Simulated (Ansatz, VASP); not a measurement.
# Two plane-wave programs on TiAl3

INCAR

```
SYSTEM = TiAl3
  PREC = Accurate
  ENCUT = 600
  EDIFF = 1E-6
  ISMEAR = 0
  SIGMA = 0.1
  LREAL = .FALSE.
  LASPH = .TRUE.
  NELM = 80
  ALGO = Normal
  ISIF = 3
  LWAVE = .FALSE.
  LCHARG = .FALSE.
  IBRION = 2
  NSW = 100
  EDIFFG = -0.002
```

Contents of KPOINTS:

```
Automatic mesh
0
G
  8 8 8
  0 0 0
```

POSCAR

```
TiAl3
1.0
    3.9556712500      0.0000000000      0.0000000000
    0.0000000000      3.9556712500      0.0000000000
    0.0000000000      0.0000000000      3.9556712500
Ti Al
1 3
Direct
    0.0000000000      0.0000000000      0.0000000000
    0.5000000000      0.5000000000      0.0000000000
    0.5000000000      0.0000000000      0.5000000000
    0.0000000000      0.5000000000      0.5000000000
```

Input for Ansatz:

```yaml
crystal:
  lattice:
    - [3.95567125, 0.0, 0.0]
    - [0.0, 3.95567125, 0.0]
    - [0.0, 0.0, 3.95567125]
  atoms:
    - { symbol: Ti, position: [0.0, 0.0, 0.0] }
    - { symbol: Al, position: [0.5, 0.5, 0.0] }
    - { symbol: Al, position: [0.5, 0.0, 0.5] }
    - { symbol: Al, position: [0.0, 0.5, 0.5] }
basis:
  ecutwfc: 420
kpoints:
  mp_grid: { grid: [8, 8, 8] }
hamiltonian:
  xc: lda
  pseudopotentials: { kind: paw, azcp: { folder: soft_1 } }
scf:
  occupations: { method: gaussian, width: 0.1 }
output:
  forces: true
  stress: true
  eigenvalues: true
relax:
  adjacent_minimum: "off"
  f_tol: 0.002
  max_steps: 80
  cell: { stress_tol: 0.02 }
```

The cell comes from a database or a generator and needn't be the stable form of this composition.

Alike in both runs: task relaxation of cell and atoms; functional LDA; k mesh 8 × 8 × 8; occupations gaussian, width 0.1 eV; no spin polarisation.

|  | VASP | Ansatz |
| --- | --- | --- |
| version | VASP 6.6.1 | Ansatz 0.2.0 |
| potentials or method | VASP PAW LDA potentials, release 64 (Ti_sv, Al) | scalar-relativistic, plane waves, PAW |
| plane-wave cutoff (eV) | 600 | 420 |
| valence electrons in the cell | 21 | 21 |

VASP gave:

```
gap on the k mesh at the Fermi level, each at its own relaxed structure (eV) : none
relaxed volume (Å³/atom)                                                     : 14.98
relaxed cell length with the largest relative difference (Å)                 : 3.913
energy change over the relaxation (meV/atom)                                 : -6
```

Problem. Estimate Ansatz's values.

Solution. gap on the k mesh at the Fermi level, each at its own relaxed structure (eV): none; relaxed volume (Å³/atom): 14.96; relaxed cell length with the largest relative difference (Å): 3.911; energy change over the relaxation (meV/atom): -6.

A gap of «none» marks a metal or a gap that the smearing closes. Ansatz warned: «pseudo_functional_mismatch».
